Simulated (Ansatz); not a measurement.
# Hf (P6_3/mmc) in Ansatz: settings compared, part 2 of 2

Ansatz 0.2.0.

## Step 3: Relaxation of cell and atoms, PBEsol

File input.yaml:

```yaml
crystal:
  lattice:
    - [3.1967, 0.0, 0.0]
    - [-1.59835, 2.7684234083, 0.0]
    - [0.0, 0.0, 5.0578]
  atoms:
    - { symbol: Hf, position: [0.6666666667, 0.3333333333, 0.75] }
    - { symbol: Hf, position: [0.3333333333, 0.6666666667, 0.25] }
hamiltonian:
  xc: pbesol
  pseudopotentials: { kind: paw }
kpoints:
  mp_grid: { grid: [10, 10, 5] }
scf:
  occupations: { method: fermi_dirac, width: 0.05 }
output:
  forces: true
  stress: true
relax:
  f_tol: 0.01
  max_steps: 40
  cell: { stress_tol: 0.05 }
```

Potentials or basis: Ansatz PAW.

Command:

```sh
ansatz run input.yaml --threads 2 --pin off --max-ram 5632MiB --backend cpu --events-out ev --progress --plain --runs-dir out
```

Standard output:

```text
Warning: RAYON_NUM_THREADS=2 ignored (pool sized by the plan → 2); use --threads N
Engine: ansatz 0.2.0, x86_64-unknown-linux-gnu
Pseudopotentials: kind: paw
Pseudopotential: Hf, paw, valence charge 26, recommended cutoff 420 eV (normal), Hf.paw.azcp
Functional definition: PBEsol
  exchange = pbesol_x
  correlation = pbesol_c
Crystal: 2 atoms, lattice volume = 44.761 Å³
Basis set: ecut = 420 eV, 881 PW (Γ), exchange–correlation on 48×48×72 points (8 copies of the dense FFT grid, shifted against one another)
Bands: 32, of which v1, the nominal top of the filled ones, is band 26 counted from 1 (25 counted from 0)
Symmetry: 24 space group operations
Space group: P63/mmc (ITA 194), of the structure as read, at distance tolerance 3.6e-5 Å
k-points: 42 of 500
Non-local potential: Hf, projectors of the file, l = 0: 3, l = 1: 2, l = 2: 2, l = 3: 3
PAW form: soft (Blöchl's): semilocal exchange-correlation on the pseudo side does not see the compensation charge
PAW frozen core: Hf, regenerated for the run's functional, and the local potential with it (the file was generated under x = pbe(κ = 0.804, μ = 0.2195149727645171), c = pbe(β = 0.06672455060314922))
PAW one-centre angular grid: Hf, 590 points (default); XC on 64 Gauss nodes
Initial density: superposition of atomic densities (neutral atoms: chi_scale 0, normalization atom), corrected by the library's trained network
Initial wavefunctions: pseudopotential atomic-orbital guess
Functional: x = pbesol(κ = 0.804, μ = 0.12345679012345678), c = pbesol(β = 0.046)
SCF iter   1: F=—  HF=-31196.037117 eV  |F-HF|=—  |Δ(HF+E_count)|=         —  Δρ=2.94e-3  dr2=1.58e-3  ethr=1.77e-3  ⟨swp⟩=4.8  Hψ=4482  notcnv=0
preconditioner: auto → Kerker (q_TF=auto, 2.797 Å⁻¹)  [metal: Δε(μ)=0.138 eV  Ē_g=17.506 eV  σ=0.050 eV  W_gap=0.45  n_scr=22 (ndim 8)  ℏωp=38.5 eV  f_vac=0.000  D(μ)=1.26/eV (n_scr^D=2)]
SCF iter   2: F=—  HF=-31196.037557 eV  |F-HF|=—  |Δ(HF+E_count)|=   4.41e-4  Δρ=1.71e-3  dr2=5.04e-4  ethr=3.04e-6  ⟨swp⟩=2.1  Hψ=2662  notcnv=0
SCF iter   3: F=—  HF=-31196.037769 eV  |F-HF|=—  |Δ(HF+E_count)|=   2.11e-4  Δρ=5.94e-4  dr2=1.03e-4  ethr=9.70e-7  ⟨swp⟩=2.2  Hψ=2204  notcnv=0
SCF iter   4: F=—  HF=-31196.037744 eV  |F-HF|=—  |Δ(HF+E_count)|=   2.43e-5  Δρ=1.46e-4  dr2=6.97e-6  ethr=1.98e-7  ⟨swp⟩=2.0  Hψ=2407  notcnv=0  defer=1
SCF iter   5: F=—  HF=-31196.037758 eV  |F-HF|=—  |Δ(HF+E_count)|=   1.36e-5  Δρ=2.65e-5  dr2=2.12e-7  ethr=1.34e-8  ⟨swp⟩=2.1  Hψ=2428  notcnv=0  defer=1
SCF iter   6: F=-31196.037758 eV  HF=-31196.037758 eV  |F-HF|=4.14e-8  |Δ(HF+E_count)|=   6.50e-8  Δρ=1.41e-5  dr2=5.84e-8  ethr=1.92e-10  ⟨swp⟩=5.1  Hψ=5605  notcnv=0
SCF 1 converged in 6 iterations: F = -31196.037758 eV  dr2 = 5.84e-8
relax step   1: F+E_penalty+E_count = -31196.03775780 eV  Δ(F+E_penalty+E_count) = +0.000e0 eV  max|allowed force component| = 3.146e-16 eV/Å  Δτ_max = 0.0000 Å  P = -3.919 GPa  Ω = 44.761 Å³  (6 SCF iters, dr2 threshold 1.00e-7 eV, accepted)
Crystal: 2 atoms, lattice volume = 40.945 Å³
Basis set: ecut = 420 eV, 797 PW (Γ), exchange–correlation on 48×48×72 points (8 copies of the dense FFT grid, shifted against one another)
Initial density: handed on by an earlier stage of this run
Initial wavefunctions: those handed on with the density
iter 1 solved again at ethr=1.80e-6 eV; its pass at ethr=3.10e-3 eV (dr2=9.36e-4 eV) is discarded
SCF iter   1: F=—  HF=-31196.016498 eV  |F-HF|=—  |Δ(HF+E_count)|=         —  Δρ=2.48e-3  dr2=1.12e-3  ethr=1.80e-6  ⟨swp⟩=2.1  Hψ=7310  notcnv=0
preconditioner: auto → Kerker (q_TF=auto, 2.839 Å⁻¹)  [metal: Δε(μ)=0.070 eV  Ē_g=17.562 eV  σ=0.050 eV  W_gap=0.34  n_scr=22 (ndim 8)  ℏωp=40.2 eV  f_vac=0.000  D(μ)=0.79/eV (n_scr^D=2)]
SCF iter   2: F=—  HF=-31196.016166 eV  |F-HF|=—  |Δ(HF+E_count)|=   3.32e-4  Δρ=1.07e-3  dr2=2.50e-4  ethr=1.80e-6  ⟨swp⟩=2.0  Hψ=2430  notcnv=0
SCF iter   3: F=—  HF=-31196.016195 eV  |F-HF|=—  |Δ(HF+E_count)|=   2.90e-5  Δρ=6.32e-4  dr2=9.95e-5  ethr=4.81e-7  ⟨swp⟩=2.0  Hψ=2268  notcnv=0
SCF iter   4: F=—  HF=-31196.016236 eV  |F-HF|=—  |Δ(HF+E_count)|=   4.12e-5  Δρ=2.48e-4  dr2=2.12e-5  ethr=1.91e-7  ⟨swp⟩=2.0  Hψ=2430  notcnv=0
[... 20 lines left out ...]
Crystal: 2 atoms, lattice volume = 43.140 Å³
iter 1 solved again at ethr=1.53e-9 eV; its pass at ethr=3.10e-3 eV (dr2=7.96e-7 eV) is discarded
SCF iter   1: F=—  HF=-31196.058576 eV  |F-HF|=—  |Δ(HF+E_count)|=         —  Δρ=6.71e-5  dr2=8.59e-7  ethr=1.53e-9  ⟨swp⟩=3.1  Hψ=6962  notcnv=0
preconditioner: auto → Kerker (q_TF=auto, 2.815 Å⁻¹)  [metal: Δε(μ)=0.047 eV  Ē_g=17.562 eV  σ=0.050 eV  W_gap=0.23  n_scr=22 (ndim 8)  ℏωp=39.2 eV  f_vac=0.000  D(μ)=1.07/eV (n_scr^D=2)]
SCF iter   2: F=-31196.058578 eV  HF=-31196.058578 eV  |F-HF|=3.98e-8  |Δ(HF+E_count)|=   2.40e-6  Δρ=2.92e-5  dr2=1.97e-7  ethr=3.85e-10  ⟨swp⟩=3.4  Hψ=6117  notcnv=0
SCF 4 converged in 2 iterations: F = -31196.058578 eV  dr2 = 1.97e-7
relax step   4: F+E_penalty+E_count = -31196.05857811 eV  Δ(F+E_penalty+E_count) = -1.144e-4 eV  max|allowed force component| = 2.591e-16 eV/Å  Δτ_max = 0.0000 Å  P = +0.013 GPa  Ω = 43.140 Å³  energy of the carried Pulay correction = +4.512e-4 eV  (2 SCF iters, dr2 threshold 2.00e-7 eV, accepted)
Initial wavefunctions: pseudopotential atomic-orbital guess (no wavefunctions were taken with the density)
iter 1 solved again at ethr=5.46e-9 eV; its pass at ethr=3.10e-3 eV (dr2=2.84e-6 eV) is discarded
SCF iter   1: F=—  HF=-31196.058133 eV  |F-HF|=—  |Δ(HF+E_count)|=         —  Δρ=5.85e-5  dr2=3.37e-7  ethr=5.46e-9  ⟨swp⟩=3.9  Hψ=8972  notcnv=0
preconditioner: auto → Kerker (q_TF=auto, 2.815 Å⁻¹)  [metal: Δε(μ)=0.047 eV  Ē_g=17.564 eV  σ=0.050 eV  W_gap=0.23  n_scr=22 (ndim 8)  ℏωp=39.2 eV  f_vac=0.000  D(μ)=1.07/eV (n_scr^D=2)]
SCF iter   2: F=—  HF=-31196.058135 eV  |F-HF|=—  |Δ(HF+E_count)|=   1.68e-6  Δρ=4.36e-5  dr2=3.26e-7  ethr=6.49e-10  ⟨swp⟩=3.1  Hψ=2887  notcnv=0
SCF iter   3: F=—  HF=-31196.058135 eV  |F-HF|=—  |Δ(HF+E_count)|=   7.90e-8  Δρ=2.69e-5  dr2=1.05e-7  ethr=6.27e-10  ⟨swp⟩=2.0  Hψ=2421  notcnv=0
SCF iter   4: F=—  HF=-31196.058135 eV  |F-HF|=—  |Δ(HF+E_count)|=   3.24e-8  Δρ=3.07e-6  dr2=4.38e-9  ethr=2.02e-10  ⟨swp⟩=2.0  Hψ=2431  notcnv=0
SCF iter   5: F=—  HF=-31196.058135 eV  |F-HF|=—  |Δ(HF+E_count)|=   1.71e-9  Δρ=5.89e-7  dr2=2.19e-10  ethr=8.42e-12  ⟨swp⟩=2.0  Hψ=2149  notcnv=0
SCF iter   6: F=—  HF=-31196.058135 eV  |F-HF|=—  |Δ(HF+E_count)|=  6.55e-11  Δρ=1.97e-7  dr2=2.32e-11  ethr=1.00e-12  ⟨swp⟩=2.0  Hψ=2400  notcnv=0
SCF iter   7: F=-31196.058135 eV  HF=-31196.058135 eV  |F-HF|=7.28e-12  |Δ(HF+E_count)|=  3.27e-11  Δρ=4.40e-8  dr2=8.33e-13  ethr=1.00e-12  ⟨swp⟩=6.1  Hψ=6583  notcnv=0
SCF 5 converged in 7 iterations: F = -31196.058135 eV  dr2 = 8.33e-13
relax step   5: F+E_penalty+E_count = -31196.05813471 eV  Δ(F+E_penalty+E_count) = +4.434e-4 eV  max|allowed force component| = 2.776e-16 eV/Å  Δτ_max = 0.0000 Å  P = +0.010 GPa  Ω = 43.140 Å³  stress off target by 1.06e-2 GPa  SCF on the basis re-selected at this cell (its energy is not comparable with the rows above)  (7 SCF iters)
basis re-selected at this cell: Δ(F+E_penalty+E_count) = +4.434e-4 eV, ΔP = -0.003 GPa vs the last step (what re-selecting the basis moved, of the pressure what is left beyond the Pulay correction that the steps carried, after the strain that the cell walked since its last selection, with what the two solves' SCF thresholds leave and, on support functions, any second-order correction that the steps lacked; it is no measure of the basis error at this ecutwfc). This SCF's stress stands 1.06e-2 GPa from its target on what of the cell is left free (relax.cell.stress_tol is 5.00e-2 GPa) and its largest allowed force component is 2.78e-16 eV/Å (relax.f_tol is 1.00e-2 eV/Å): within both
SCF converged after 7 iterations
Free energy (F): -31196.058135 eV
Harris-Foulkes:  -31196.058135 eV  (|F-HF|=7.28e-12)
Internal energy: -31196.048685 eV  (E = F + TS)
E sigma→0 (E₀):  -31196.053410 eV
Entropy (-TS):   -0.009450 eV (-4.725 meV/atom)
Fermi energy:    20.527308 eV
--- Per-component energies (eV) ---
  E_band       = 111.029285
  E_kinetic    = 851.508918
  E_local      = -9959.982607  (includes V_loc(G=0)·N_el)
  E_nonlocal   = -2477.130129
  E_hartree    = 4696.702978
  E_xc         = -596.392794
  E_vxc        = -533.075210  (∫ρ·V_xc dr)
  E_paw        = -13615.316361  (= ΣΔE_a)
  E_vpaw       = 2836.302368  (= ΣTr[D̂ρ^β])
  E_aug_tail   = -0.000003  (compensation charges beyond the density's cutoff)
  E_ewald      = -10097.940870
  E_core_change = 2.502183  (= ΣΔE_core)
  E_smearing   = -0.009450  (= −TS)
  E_closure    = 0.000000  (closes the sum)
  Σ components = -31196.058135   (vs F -31196.058135, Δ=0.00e0)
--- Forces (eV/Å), atoms counted from 1 ---
  atom   1  Hf     0.00000000     0.00000000     0.00000000
  atom   2  Hf     0.00000000    -0.00000000    -0.00000000
  max |Σ_I F_I| component: 3.70e-17 eV/Å
--- Stress (GPa, compression-positive) ---
        0.010555       0.000000       0.000000
        0.000000       0.010555       0.000000
        0.000000       0.000000       0.008708
  P = ⅓ Tr σ = 0.0099 GPa (0.099 kbar)
--- Relaxed structure (4 steps of the walk, 3 accepted, 1 SCFs on fresh bases) ---
  F+E_penalty+E_count = -31196.05813471 eV   max|allowed force component| = 2.776e-16 eV/Å   (the final SCF, on the basis selected at the relaxed cell)
  cell:  # Å, volume = 43.1401 Å³
    - [3.1593107347466702, 0.0, 5.779928020108571e-35]
    - [-1.5796553673733351, 2.736043354739497, -1.2782394084353474e-18]
    - [9.144968229732998e-35, -2.3352928098452685e-18, 4.990750390378373]
  atoms:
    - { symbol: Hf, position: [0.6666666666666666, 0.33333333333333326, 0.75] }
    - { symbol: Hf, position: [0.33333333333333326, 0.6666666666666665, 0.25] }
```

Run time: 12 s. Hardware: 2 threads of Intel Xeon at 2.50GHz (Skylake/Cascade Lake), shared host; peak memory 0.4 GiB.

Results:

```yaml
Free_energy: -31196.0581 eV
Relaxed_volume: 21.57 Å³/atom
Relaxed_cell: a = 3.159 Å, b = 3.159 Å, c = 4.991 Å, α = 90.00°, β = 90.00°, γ = 120.00°
Space_group_after_relaxing_to_0.05_Å: P6_3/mmc (No. 194)
Energy_gained_by_relaxing: 10.2 meV/atom
Ionic_steps: 4
Pressure_after_relaxing: 0.0 GPa
```

Step by step:
```tsv
step	energy change (eV)	largest force (eV/Å)	volume (Å³)
1	0.0000	0.0000	44.76
2	-0.0207	0.0000	43.25
3	-0.0208	0.0000	43.14
4	-0.0204	0.0000	43.14
```

Final structure:
```yaml
crystal:
  lattice:
    - [3.15931, 0.00000, 0.00000]
    - [-1.57966, 2.73604, 0.00000]
    - [0.00000, 0.00000, 4.99075]
  atoms:
    - { symbol: Hf, position: [0.66667, 0.33333, 0.75000] }
    - { symbol: Hf, position: [0.33333, 0.66667, 0.25000] }
```

Caveat: the plane-wave basis is chosen anew once the cell has moved, so the energies of steps on either side of that aren't comparable; the PAW data sets come from PBE, with cores solved anew for the run's functional, which leaves a small shift of forces and pressure. The run has no spin-orbit coupling, so splittings on Hf are missing.

## Step 4: Single point, PBE

input.yaml, as its differences from that of step 3:

```diff
@@ -9,3 +9,3 @@
 hamiltonian:
-  xc: pbesol
+  xc: pbe
   pseudopotentials: { kind: paw }
@@ -14,3 +14,3 @@
 scf:
-  occupations: { method: fermi_dirac, width: 0.05 }
+  occupations: { method: gaussian, width: 0.011 }
 output:
@@ -18,5 +18,2 @@
   stress: true
-relax:
-  f_tol: 0.01
-  max_steps: 40
-  cell: { stress_tol: 0.05 }
+  eigenvalues: true
```

Potentials or basis: Ansatz PAW.

Command:

```sh
ansatz run input.yaml --threads 2 --pin off --max-ram 5632MiB --backend cpu --events-out ev --progress --plain --runs-dir out
```

Standard output:

```text
Warning: RAYON_NUM_THREADS=2 ignored (pool sized by the plan → 2); use --threads N
[... 3 set-up lines as earlier in the session ...]
Functional definition: PBE
  parameter kappa = 0.804
  parameter beta = 0.06672455060314922
  exchange = pbe_x(kappa = kappa, mu = beta*pi^2/3)
  correlation = pbe_c(beta = beta)
Crystal: 2 atoms, lattice volume = 44.761 Å³
Basis set: ecut = 420 eV, 881 PW (Γ), exchange–correlation on 48×48×72 points (8 copies of the dense FFT grid, shifted against one another)
Bands: 32, of which v1, the nominal top of the filled ones, is band 26 counted from 1 (25 counted from 0)
[... 2 set-up lines as earlier in the session ...]
k-points: 42 of 500
[... 5 set-up lines as earlier in the session ...]
Functional: x = pbe(κ = 0.804, μ = 0.2195149727645171), c = pbe(β = 0.06672455060314922)
SCF iter   1: F=—  HF=-31442.722601 eV  |F-HF|=—  |Δ(HF+E_count)|=         —  Δρ=3.08e-3  dr2=2.12e-3  ethr=1.77e-3  ⟨swp⟩=4.9  Hψ=4622  notcnv=0
preconditioner: auto → Resta (q_TF=auto, 2.797 Å⁻¹)  ε∞=5.8  [insulator: Δε(μ)=0.012 eV  Ē_g=17.562 eV  σ=0.011 eV  W_gap=0.50  n_scr=22 (ndim 8)  ℏωp=38.5 eV  f_vac=0.000  D(μ)=3.54/eV (n_scr^D=36)  ε∞_Penn≈5.8]
SCF iter   2: F=—  HF=-31442.722884 eV  |F-HF|=—  |Δ(HF+E_count)|=   2.84e-4  Δρ=1.86e-3  dr2=8.24e-4  ethr=4.07e-6  ⟨swp⟩=2.4  Hψ=2523  notcnv=0  defer=68
SCF iter   3: F=—  HF=-31442.723099 eV  |F-HF|=—  |Δ(HF+E_count)|=   2.14e-4  Δρ=2.53e-4  dr2=2.52e-5  ethr=1.58e-6  ⟨swp⟩=3.0  Hψ=2547  notcnv=0  defer=68
SCF iter   4: F=—  HF=-31442.723106 eV  |F-HF|=—  |Δ(HF+E_count)|=   7.26e-6  Δρ=1.27e-4  dr2=4.00e-6  ethr=4.85e-8  ⟨swp⟩=2.0  Hψ=2383  notcnv=0  defer=68
SCF iter   5: F=—  HF=-31442.723104 eV  |F-HF|=—  |Δ(HF+E_count)|=   1.90e-6  Δρ=4.22e-5  dr2=3.91e-7  ethr=7.70e-9  ⟨swp⟩=2.0  Hψ=2033  notcnv=0  defer=68
SCF iter   6: F=-31442.723104 eV  HF=-31442.723104 eV  |F-HF|=6.20e-9  |Δ(HF+E_count)|=   1.90e-7  Δρ=8.57e-6  dr2=1.54e-8  ethr=1.92e-10  ⟨swp⟩=8.2  Hψ=6597  notcnv=0
SCF 1 converged in 6 iterations: F = -31442.723104 eV  dr2 = 1.54e-8
SCF converged after 6 iterations
Free energy (F): -31442.723104 eV
Harris-Foulkes:  -31442.723104 eV  (|F-HF|=6.20e-9)
Internal energy: -31442.722900 eV  (E = F + TS)
E sigma→0 (E₀):  -31442.723002 eV
Entropy (-TS):   -0.000204 eV (-0.102 meV/atom)
Fermi energy:    19.880398 eV
--- Per-component energies (eV) ---
  E_band       = 72.054817
  E_kinetic    = 848.474431
  E_local      = -10144.666008  (includes V_loc(G=0)·N_el)
  E_nonlocal   = -2488.683165
  E_hartree    = 4772.860481
  E_xc         = -600.334664
  E_vxc        = -532.528146  (∫ρ·V_xc dr)
  E_paw        = -13855.653744  (= ΣΔE_a)
  E_vpaw       = 2843.736615  (= ΣTr[D̂ρ^β])
  E_aug_tail   = -0.000002  (compensation charges beyond the density's cutoff)
  E_ewald      = -9974.720229
  E_smearing   = -0.000204  (= −TS)
  E_closure    = -0.000000  (closes the sum)
  Σ components = -31442.723104   (vs F -31442.723104, Δ=0.00e0)
--- Forces (eV/Å), atoms counted from 1 ---
  atom   1  Hf     0.00000000     0.00000000     0.00000000
  atom   2  Hf     0.00000000    -0.00000000    -0.00000000
  max |Σ_I F_I| component: 5.55e-17 eV/Å
--- Stress (GPa, compression-positive) ---
        0.695202      -0.000000      -0.000000
        0.000000       0.695202      -0.000000
       -0.000000      -0.000000       0.513278
  P = ⅓ Tr σ = 0.6346 GPa (6.346 kbar)
--- Band table (eV; the first three rows and the last of 42) ---
  k-point 0: bands = ["-42.0152", "-41.9439", "-11.1590", "-10.4166", "-10.4166", "-10.2902", "-10.2883", "-10.2883", "8.0159", "8.0514", "8.0514", "8.0515", "8.0521", "8.0521", "8.0585", "8.0637", "8.0637", "8.0708", "8.0902", "8.0902", "8.1331", "8.1366", "12.5210", "16.1853", "20.5306", "21.0702", "21.0702", "21.3506", "21.8923", "21.8923", "22.5325", "22.5325"]
  k-point 1: bands = ["-42.0084", "-41.9508", "-11.0810", "-10.4044", "-10.4044", "-10.3788", "-10.3006", "-10.3006", "8.0174", "8.0380", "8.0380", "8.0498", "8.0538", "8.0538", "8.0556", "8.0707", "8.0707", "8.0732", "8.0957", "8.0957", "8.1334", "8.1363", "12.8840", "15.9702", "20.1081", "20.9099", "20.9099", "21.0411", "21.6150", "21.6150", "23.0814", "23.0814"]
  k-point 2: bands = ["-41.9907", "-41.9687", "-10.8723", "-10.6044", "-10.3725", "-10.3725", "-10.3329", "-10.3329", "8.0236", "8.0337", "8.0337", "8.0354", "8.0400", "8.0400", "8.0642", "8.0715", "8.0881", "8.0881", "8.0974", "8.0974", "8.1343", "8.1354", "13.8687", "15.1150", "19.8658", "20.3562", "20.8591", "20.8591", "21.1356", "21.1356", "24.1634", "24.1634"]
  k-point 41: bands = ["-41.9413", "-41.9385", "-10.9594", "-10.9474", "-10.7609", "-10.6826", "-10.4518", "-10.4278", "8.0396", "8.0467", "8.0496", "8.0541", "8.0572", "8.0599", "8.0690", "8.0703", "8.0719", "8.0728", "8.0749", "8.0794", "8.1141", "8.1143", "17.7633", "17.8302", "18.6397", "18.8123", "19.5983", "19.8488", "22.0099", "22.8803", "24.9946", "25.3344"]
```

Wall time 2.8 s (2 threads of Intel Xeon at 2.50GHz (Skylake/Cascade Lake), shared host); peak memory 0.37 GiB.

Results:

| Item | Value |
| --- | --- |
| Free energy | -31442.7231 eV |
| Pressure | 0.6 GPa |
| Band gap on the k mesh | none (metal or under the smearing width) |

Stress tensor (GPa, compression positive):
```
0.70 0.00 0.00
0.00 0.70 0.00
0.00 0.00 0.51
```

Levels at points of the mesh, in eV from the Fermi level:
```tsv
k point	band 23	band 24	band 25	band 26	band 27	band 28	band 29	band 30
(0.00, 0.00, 0.00)	-7.36	-3.70	0.65	1.19	1.19	1.47	2.01	2.01
(0.00, -0.50, 0.00)	-3.34	-2.74	-2.21	-0.79	0.80	0.88	1.69	5.90
```

## Step 5: Relaxation of cell and atoms, PBE

input.yaml, as its differences from that of step 4:

```diff
@@ -14,3 +14,3 @@
 scf:
-  occupations: { method: gaussian, width: 0.011 }
+  occupations: { method: fermi_dirac, width: 0.05 }
 output:
@@ -18,2 +18,9 @@
   stress: true
-  eigenvalues: true
+  write_density: true
+  write_potential: true
+  elf: true
+  volumetric_format: npy
+relax:
+  f_tol: 0.01
+  max_steps: 40
+  cell: { stress_tol: 0.05 }
```

Command:

```sh
ansatz run input.yaml --threads 2 --pin off --max-ram 5632MiB --backend cpu --events-out ev --progress --plain --runs-dir out
```

Run time: 11 s. Hardware: 2 threads of Intel Xeon at 2.50GHz (Skylake/Cascade Lake), shared host; peak memory 0.4 GiB.

Results (log left out):

| Quantity | Value |
| --- | --- |
| Free energy | -31442.7293 eV |
| Relaxed volume | 22.51 Å³/atom |
| Relaxed cell | a = 3.206 Å, b = 3.206 Å, c = 5.059 Å, α = 90.00°, β = 90.00°, γ = 120.00° |
| Space group after relaxing (to 0.05 Å) | P6_3/mmc (No. 194) |
| Energy gained by relaxing | 0.3 meV/atom |
| Ionic steps | 3 |
| Pressure after relaxing | 0.0 GPa |
| Band gap on the k mesh | none (metal or under the smearing width) |

Step by step:
```csv
step,energy change (eV),largest force (eV/Å),volume (Å³)
1,0.0000,0.0000,44.76
2,-0.0005,0.0000,45.02
3,-0.0006,0.0000,45.02
```

Final structure:
```
Hf
1.0
     3.20560    0.00000    0.00000
    -1.60280    2.77613    0.00000
     0.00000    0.00000    5.05863
Hf
2
Direct
  0.66667 0.33333 0.75000
  0.33333 0.66667 0.25000
```

Levels at points of the mesh, in eV from the Fermi level:
| k point | band 22 | band 23 | band 24 | band 25 | band 26 | band 27 | band 28 | band 29 | band 30 | band 31 |
| --- | --- | --- | --- | --- | --- | --- | --- | --- | --- | --- |
| (0.00, 0.00, 0.00) | -11.77 | -7.35 | -3.68 | 0.65 | 1.18 | 1.18 | 1.48 | 2.00 | 2.00 | 2.61 |
| (0.00, -0.50, 0.00) | -11.79 | -3.34 | -2.72 | -2.20 | -0.82 | 0.78 | 0.88 | 1.69 | 5.84 | 6.35 |

Caveat: the plane-wave basis is chosen anew once the cell has moved, so the energies of steps on either side of that aren't comparable. Spin-orbit coupling is left out, which matters for the levels of Hf.

## Step 6: Summary

| task | level | cell | smearing | gap on the mesh (eV) | pressure (GPa) | relaxed volume (Å³/atom) |
| --- | --- | --- | --- | --- | --- | --- |
| relaxation of cell and atoms | LDA | relaxed | fermi-dirac 0.05 eV | - | 0.0 | 20.79 |
| relaxation of cell and atoms | PBEsol | relaxed | fermi-dirac 0.05 eV | - | 0.0 | 21.57 |
| single point | PBE | as given | gaussian 0.011 eV | none | 0.6 | - |
| relaxation of cell and atoms | PBE | relaxed | fermi-dirac 0.05 eV | none | 0.0 | 22.51 |

Alike in all rows: potentials or basis Ansatz PAW; no spin polarisation; k mesh 10 × 10 × 5; cutoff (eV) 420.

Caveats: the plane-wave basis is chosen anew once the cell has moved, so the energies of steps on either side of that aren't comparable (some runs); the PAW data sets come from PBE, with cores solved anew for the run's functional, which leaves a small shift of forces and pressure (some runs).

Absolute energies hang on the potentials; compare differences alone.
